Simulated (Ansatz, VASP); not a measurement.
**One calculation of CoSi2, two programs**

```
Co Si
1.0
     0.00000    2.67975    2.67975
     2.67975    0.00000    2.67975
     2.67975    2.67975    0.00000
Co Si
1 2
Direct
  0.00000 0.00000 0.00000
  0.25000 0.25000 0.25000
  0.75000 0.75000 0.75000
```

Alike in both runs: functional PBE; k mesh 11 × 11 × 11; occupations fermi-dirac, width 0.08 eV; no spin polarisation.

Ansatz relaxed the structure, and its values are those at the end. VASP's run is a single point on that final structure, the one shown.

|  | VASP | Ansatz |
| --- | --- | --- |
| version | VASP 6.6.1 | Ansatz 0.2.0 |
| potentials or method | VASP PAW PBE potentials, release 64 (Co, Si) | PAW with Ansatz's default frozen-core files, scalar-relativistic |
| plane-wave cutoff (eV) | 520 | 420 |
| valence electrons in the cell | 17 | 25 |

Ansatz gave:

```
pressure (GPa) : 0.0
```

Q: Estimate VASP's values.

A: Pressure (GPa): -0.2.

The two sets of potentials don't hold the same shells in valence.

Spin polarisation is off, so any magnetic state and its effect on volume and gap are missing.
